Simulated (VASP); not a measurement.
Te:

```
Te
1.0
     4.60135    0.00000    0.00000
    -2.30068    3.98489    0.00000
     0.00000    0.00000    5.90006
Te
3
Direct
  0.25670 0.00000 0.33333
  0.00000 0.25670 0.66667
  0.74330 0.74330 0.00000
```

| Quantity | Value |
| --- | --- |
| Program | VASP 6.6.1 |
| Task | relaxation of cell and atoms |
| Functional | PBEsol |
| Potentials or basis | VASP PAW PBE potentials, release 64 (Te) |
| Cutoff | 580 eV |
| k mesh | 9 × 9 × 6 |
| Occupations | gaussian, width 0.1 eV |
| Spin | no spin polarisation |

At the start: pressure -1.6 GPa; volume 36.06 Å³/atom.

Q: Where does the relaxation end?

A: Over 15 steps the energy falls by 38.2 meV/atom and the volume is 32.02 Å³/atom (-11.2 %); space group P3_121 (No. 152, to 0.05 Å).

The path:
| step | energy change (eV) | largest force (eV/Å) | pressure (GPa) | volume (Å³) |
| --- | --- | --- | --- | --- |
| 1 | 0.0000 | 0.1672 | -1.55 | 108.18 |
| 2 | -0.0283 | 0.4463 | 0.49 | 102.80 |
| 3 | -0.0283 | 0.4331 | 0.39 | 103.04 |
| 4 | -0.0592 | 0.3532 | 0.42 | 101.05 |
| 5 | -0.1041 | 0.1641 | 1.22 | 95.14 |
| 6 | -0.0963 | 0.1117 | -1.72 | 99.37 |
| 7 | -0.1135 | 0.0360 | -0.11 | 96.90 |
| 8 | -0.1135 | 0.0383 | -0.08 | 96.86 |
| 9 | -0.1139 | 0.0313 | -0.06 | 96.68 |
| 10 | -0.1146 | 0.0105 | 0.03 | 96.14 |
| 11 | -0.1146 | 0.0065 | 0.03 | 96.03 |
| 12 | -0.1146 | 0.0045 | 0.04 | 95.98 |
| 13 | -0.1146 | 0.0055 | 0.05 | 96.00 |
| 14 | -0.1145 | 0.0123 | -0.12 | 96.23 |
| 15 | -0.1146 | 0.0009 | 0.01 | 96.06 |

Final structure:
```yaml
crystal:
  lattice:
    - [4.31173, 0.00000, 0.00000]
    - [-2.15587, 3.73407, 0.00000]
    - [0.00000, 0.00000, 5.96640]
  atoms:
    - { symbol: Te, position: [0.28470, 0.00000, 0.33333] }
    - { symbol: Te, position: [0.00000, 0.28470, 0.66667] }
    - { symbol: Te, position: [0.71530, 0.71530, 0.00000] }
```

Caveat: the PAW data sets were made with another functional, which shifts forces and pressure a little.
